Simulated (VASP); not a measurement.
A run of VASP 6.6.1 is set up as follows.

Contents of INCAR:

```
SYSTEM = W
PREC     = Accurate       ! precision mode
ENCUT    = 600            ! plane-wave cutoff, eV
EDIFF    = 1E-7           ! SCF threshold, eV
ISMEAR   = 1              ! smearing method
SIGMA    = 0.1            ! smearing width, eV
LREAL    = .FALSE.        ! projectors in reciprocal space
LASPH    = .TRUE.         ! aspherical terms in the spheres
NELM     = 80             ! most SCF steps
ALGO     = Normal         ! electronic algorithm
ISIF     = 3              ! what is computed and relaxed
LWAVE    = .FALSE.        ! write WAVECAR
LCHARG   = .FALSE.        ! write CHGCAR
GGA      = CA             ! functional
IBRION   = 2              ! ionic algorithm
NSW      = 90             ! ionic steps
EDIFFG   = -0.005         ! ionic threshold
```

The input KPOINTS:

```
Automatic mesh
0
G
  16 16 16
  0 0 0
```

File POSCAR:

```
W                                       
1.0
   -1.5704380496      1.5704380496      1.5704380496
    1.5704380496     -1.5704380496      1.5704380496
    1.5704380496      1.5704380496     -1.5704380496
  W             
     1
Direct
     0.0000000000000000    0.0000000000000000    0.0000000000000000
```

Potentials or basis: VASP PAW LDA potentials, release 64 (W_sv).

The run is started by

```bash
$ cat potpaw_LDA.64/W_sv/POTCAR > POTCAR
$ mpirun -np 1 vasp_std > vasp.out
```

(1) Predict the band gap on the k mesh.

Results:

(1) none (metal or under the smearing width).

Caveat: the relaxation stopped at its first step, so nothing moved.
